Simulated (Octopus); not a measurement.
## CoO in Octopus: the effect of starting spin order

Crystal: CoO.

```xyz
2
Lattice="0.0000 2.1315 2.1315 2.1315 0.0000 2.1315 2.1315 2.1315 0.0000" Properties=species:S:1:pos:R:3 pbc="T T T"
Co    0.0000    0.0000    0.0000
O     2.1315    2.1315    2.1315
```

Alike in all runs:

* Program: Octopus 16.4
* Task: single point
* Functional: PBE
* Potentials or basis: pseudodojo_pbe (PseudoDojo 0.5, PBE)
* Grid spacing: 0.137 Å
* k mesh: 9 × 9 × 9
* Occupations: fermi-dirac, width 0.05 eV

| starting spin order | energy over the lowest run (meV/atom) | final net moment (μB) | final largest site moment (μB) |
| --- | --- | --- | --- |
| ferromagnetic start | 0.0 | 2.99 | 2.67 |
| ferromagnetic start larger moments | 0.0 | 2.99 | 2.67 |
| no spin | ? | ? | ? |
| random start | 0.0 | 2.99 | 2.67 |

What does the run with starting spin order no spin give?

Energy over the lowest run 315.6 meV/atom; final net moment 0.00 μB; final largest site moment 0.00 μB.

Caveats: a cell with one magnetic atom can't hold antiferromagnetic order, which such compounds often take (some runs); an odd number of electrons without spin polarisation forces a metal (some runs); a magnetic or distorted state may lie lower (some runs).
